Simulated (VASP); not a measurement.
# Sb8H: relaxation of the atoms with PBE

Slab: Sb8H, a slab with vacuum.

```
Sb H
1.0
     4.30840    0.00000    0.00000
    -2.15420    3.73118    0.00000
     0.00000    0.00000   28.78321
Sb H
8 1
Cartesian
  2.1542 1.2437 8.0000
  0.0000 0.0000 9.5092
  0.0000 2.4875 11.7580
  2.1542 1.2437 13.2672
  0.0000 0.0000 15.5160
  0.0000 2.4875 17.0252
  2.1542 1.2437 19.2740
  0.0000 0.0000 20.7832
  2.1542 1.2437 21.2332
```

The cell was built by a generator and needn't be a form met in nature.

```
Program                   : VASP 6.6.1
Task                      : relaxation of the atoms
Functional                : PBE
Potentials or basis       : VASP PAW PBE potentials, release 64 (Sb, H)
Cutoff                    : 520 eV
k mesh                    : 10 × 10 × 1
Occupations               : gaussian, width 0.05 eV
Spin                      : no spin polarisation
Dipole correction         : yes
Atoms held fixed (from 0) : [0, 1]
Further INCAR settings    : ALGO = Fast; EDIFF = 1e-06; IBRION = 2; EDIFFG = -0.01; NSW = 100
```

```json
{
  "Energy gained by relaxing": "11.3 meV/atom",
  "Ionic steps": "46",
  "Band gap on the k mesh": "none (metal or under the smearing width)"
}
```

The path:
| step | energy change (eV) | largest force (eV/Å) | pressure (GPa) |
| --- | --- | --- | --- |
| 1 | 0.0000 | 0.3593 | 1.38 |
| 3 | -0.0206 | 0.3758 | 1.18 |
| 5 | -0.0338 | 0.3650 | 1.16 |
| 7 | -0.0385 | 0.3630 | 1.19 |
| 9 | -0.0484 | 0.3644 | 1.23 |
| 11 | -0.0521 | 0.3746 | 1.14 |
| 13 | -0.0598 | 0.3765 | 0.97 |
| 15 | -0.0663 | 0.3643 | 1.11 |
| 17 | -0.0700 | 0.3645 | 1.09 |
| 19 | -0.0780 | 0.3608 | 0.90 |
| 21 | -0.0799 | 0.3585 | 0.74 |
| 23 | -0.0896 | 0.3425 | 0.72 |
| 25 | -0.0922 | 0.3307 | 0.71 |
| 27 | -0.0992 | 0.3243 | 0.79 |
| 29 | -0.1003 | 0.3253 | 0.75 |
| 31 | -0.1009 | 0.3251 | 0.69 |
| 33 | -0.1009 | 0.3242 | 0.68 |
| 35 | -0.1012 | 0.3217 | 0.71 |
| 37 | -0.1014 | 0.3219 | 0.72 |
| 39 | -0.1016 | 0.3225 | 0.68 |
| 41 | -0.1018 | 0.3200 | 0.68 |
| 43 | -0.1020 | 0.3189 | 0.70 |
| 45 | -0.1020 | 0.3191 | 0.68 |
| 46 | -0.1021 | 0.3189 | 0.67 |

Final structure:
```xyz
9
Lattice="4.3084 0.0000 0.0000 -2.1542 3.7312 0.0000 0.0000 0.0000 28.7832" Properties=species:S:1:pos:R:3 pbc="T T T"
Sb    2.1542    1.2437    8.0000
Sb    0.0000    0.0000    9.5092
Sb    0.0000    2.4875   11.8784
Sb    2.1542    1.2437   13.4319
Sb    4.3084    0.0000   15.7685
Sb    0.0000    2.4875   17.3325
Sb    2.1542    1.2437   19.9927
Sb    0.0000    0.0000   21.5228
H     2.1542    1.2437   21.8863
```

Levels at points of the mesh, in eV from the Fermi level:
| k point | band 18 | band 19 | band 20 | band 21 | band 22 | band 23 | band 24 | band 25 |
| --- | --- | --- | --- | --- | --- | --- | --- | --- |
| (0.00, 0.00, 0.00) | -1.28 | -1.28 | -0.71 | -0.25 | 0.53 | 0.60 | 0.60 | 1.17 |
| (0.50, 0.00, 0.00) | -2.20 | -1.94 | -1.08 | -0.48 | 0.06 | 0.48 | 1.05 | 1.37 |

Wall time 50 min on 1 thread of Intel(R) Xeon(R) 6975P-C (Granite Rapids) (shared host), peak memory 0.62 GiB.

Spin-orbit coupling is left out, which matters for the levels of Sb.
